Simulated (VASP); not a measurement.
CsI, 2 atoms in the cell. It takes space group Pm-3m (No. 221, cubic). The conventional cell has a = 4.567 Å, b = 4.567 Å, c = 4.567 Å, α = 90.00°, β = 90.00°, γ = 90.00°. Around Cs (site symmetry m-3m) lie 8 I at 3.95 Å. I (site symmetry m-3m) is surrounded by 8 Cs at 3.95 Å. 

```yaml
Program: VASP 6.6.1
Task: relaxation of cell and atoms
Functional: PBE
Potentials_or_basis: VASP PAW PBE potentials, release 64 (Cs_sv, I)
Cutoff: 600 eV
k_mesh: 6 × 6 × 6
Occupations: fermi-dirac, width 0.02 eV
Spin: no spin polarisation
Dipole_correction: no
Further_INCAR_settings: ALGO = Fast; EDIFF = 1e-06; IBRION = 2; EDIFFG = -0.005; NSW = 80; ISIF = 3
```

Potentials or basis: VASP PAW PBE potentials, release 64 (Cs_sv, I).

The run is started by

```console
$ cat potpaw_PBE.64/Cs_sv/POTCAR potpaw_PBE.64/I/POTCAR > POTCAR
$ mpirun -np 1 vasp_std > vasp.out
```

Hardware: 1 thread of AMD EPYC 9R45 (Zen 5) (shared host).

Q: How long does it take, and how much memory?

A: Run time: 69 s on 1 thread of AMD EPYC 9R45 (Zen 5), on a shared host, peak memory 0.2 GiB. Counts: scf iterations 67, k points 20, ion steps 8.
